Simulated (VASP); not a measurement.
Input of a VASP 6.6.1 run:

The input INCAR:

```
ALGO = Normal
EDIFF = 1E-7
ENCUT = 520
GGA = PE
ISIF = 2
ISMEAR = 1
IVDW = 12
LASPH = True
LCHARG = True
LREAL = False
LVHAR = True
LWAVE = False
NELM = 80
PREC = Accurate
SIGMA = 0.1
```

KPOINTS

```
k-points
0
Gamma
  16 16 16
```

POSCAR

```
ZrN                                     
1.0
    0.0000000000      2.2800000000      2.2800000000
    2.2800000000      0.0000000000      2.2800000000
    2.2800000000      2.2800000000      0.0000000000
  Zr              N             
     1     1
Direct
     0.0000000000000000    0.0000000000000000    0.0000000000000000
     0.5000000000000000    0.5000000000000000    0.5000000000000000
```

Potentials or basis: VASP PAW PBE potentials, release 64 (Zr_sv, N).

Run with:

```sh
$ cat potpaw_PBE.64/Zr_sv/POTCAR potpaw_PBE.64/N/POTCAR > POTCAR
$ mpirun -np 1 vasp_std > vasp.out
```

Question: Estimate the dispersion energy per atom.

Answer: -0.433 eV.

Question: What does it give for the pressure?

Answer: 0.1 GPa.

Question: What does it give for the band gap on the k mesh?

Answer: None (metal or under the smearing width).

Caveat: pairwise dispersion overbinds metals, which lowers pressure and volume.
